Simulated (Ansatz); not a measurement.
A distorted cell of ZrO₂ (fluorite):

```xyz
6
Lattice="0.0000 5.1159 5.1159 2.5579 0.0000 2.5579 2.5579 2.5579 0.0000" Properties=species:S:1:pos:R:3 pbc="T T T"
Zr     0.0000     0.0000     0.0000
Zr     2.5579     5.1159     2.5579
O      1.2523     1.3275     1.2038
O      1.3056     3.7884     3.9121
O      3.8103     3.8854     3.7618
O      3.8635     6.3463     6.4700
```

The numbers are results of PBE (plane waves to 420 eV, PAW, scalar-relativistic; Ansatz, a first-principles code), not measurements. k mesh 11×11×11 (Γ-centred), Fermi-Dirac smearing 0.05 eV. Stress and pressure are positive under compression. This is a high-temperature form of ZrO2. ZrO2 is run without spin polarisation. ZrO2 was relaxed with its symmetry unable to fall.

What forces act on the atoms (eV/Å, Cartesian)?


```
atom      Fx      Fy      Fz
----  ------  ------  ------
Zr1    0.000   0.000   0.000
Zr2    0.000   0.000   0.000
O3     0.247  -0.559   1.137
O4    -0.487   0.782  -0.948
O5     0.487  -0.782   0.948
O6    -0.247   0.559  -1.137
```

What is the stress tensor (GPa)?


```
    1.2     -0.1      0.1
   -0.1      1.4     -0.2
    0.1     -0.2      1.8
```
The pressure, a third of the trace, is 1.5 GPa.

(For displaced atoms, the force is minus the slope of the energy, and its curvature is a force constant, which sets phonon frequencies.)
